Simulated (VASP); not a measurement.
Here is a VASP 6.6.1 calculation.

File INCAR:

```
ALGO = Fast
EDIFF = 1E-7
ENCUT = 520
GGA = PS
ISIF = 2
ISMEAR = -1
LASPH = T
LCHARG = T
LELF = T
LREAL = Auto
LVHAR = T
LWAVE = F
NBANDS = 55
NELM = 100
PREC = Accurate
SIGMA = 0.02
```

File KPOINTS:

```
k-points
0
Gamma
  2 2 1
```

The input POSCAR:

```
HC18N
1.0
    7.3980000000      0.0000000000      0.0000000000
   -3.6990000000      6.4068560000      0.0000000000
    0.0000000000      0.0000000000     12.0000000000
C N H
18 1 1
Direct
    0.0137856116      0.0206972031      0.0804823333
    0.2359149074      0.1319787740      0.1078581667
    0.0193289918      0.3585006437      0.0762330000
    0.2423799887      0.4689019076      0.0790405000
    0.0207921990      0.6915527678      0.0747739167
    0.2395379494      0.7964095026      0.0820384167
    0.3610121093      0.0240612556      0.0980169167
    0.5826227335      0.1412246506      0.0753785833
    0.3549349814      0.3603260320      0.0861465833
    0.5719506444      0.4685855278      0.0770732500
    0.3523863114      0.6886485353      0.0785423333
    0.5751754911      0.8026891817      0.0750750833
    0.6881560298      0.0262228463      0.0723520000
    0.9076703759      0.1355321549      0.0747174167
    0.6872113033      0.3576134691      0.0740765833
    0.9098741391      0.4691808275      0.0727625000
    0.6840554973      0.6918885019      0.0719138333
    0.9068731756      0.8038726015      0.0734607500
    0.2939121723      0.0537313465      0.2114318333
    0.2034654400     -0.1258650109      0.2118200833
```

Potentials or basis: VASP PAW PBE potentials, release 64 (C, N, H).

Run with:

```bash
$ cat potpaw_PBE.64/C/POTCAR potpaw_PBE.64/N/POTCAR potpaw_PBE.64/H/POTCAR > POTCAR
$ mpirun -np 1 vasp_std > vasp.out
```

(1) Predict the largest force.

(2) What does it give for the band gap on the k mesh?

Results:

(1) 3.510 eV/Å.

(2) 0.28 eV, direct.

Caveat: the k mesh is coarse (spacing up to 0.49 Å⁻¹), so the values aren't converged; the PAW data sets were made with another functional, which shifts forces and pressure a little.
